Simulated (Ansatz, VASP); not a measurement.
# RuS: VASP beside Ansatz

```xyz
2
Lattice="0.0000 2.7643 2.7643 2.7643 0.0000 2.7643 2.7643 2.7643 0.0000" Properties=species:S:1:pos:R:3 pbc="T T T"
Ru    0.0000    0.0000    0.0000
S     1.3821    1.3821    1.3821
```

The cell comes from a database or a generator and needn't be the stable form of this composition.

Alike in both runs: task single point; functional r2SCAN; k mesh 6 × 6 × 6; occupations gaussian, width 0.05 eV; no spin polarisation; Hubbard terms Ru d U = 4.0 eV.

```csv
,VASP,Ansatz
version,VASP 6.6.1,Ansatz 0.2.0
potentials or method,"VASP PAW PBE potentials, release 64 (Ru_pv, S)",Ansatz PAW
plane-wave cutoff (eV),520,500
valence electrons in the cell,20,22
```

VASP gave:

```
gap on the k mesh at the Fermi level (eV) : none
pressure (GPa)                            : -17.2
```

Problem. Which values does Ansatz return?

Solution. gap on the k mesh at the Fermi level (eV): none; pressure (GPa): -18.1.

The programs project onto different local orbitals, so the same U acts differently. A gap of «none» marks a metal or a gap that the smearing closes. The two sets of potentials don't hold the same shells in valence.

Caveats: U without spin polarisation on a metal has little footing; the PAW data sets were made with another functional, which shifts forces and pressure a little (VASP); the PAW data sets come from PBE, with cores solved anew for the run's functional, which leaves a small shift of forces and pressure (Ansatz).
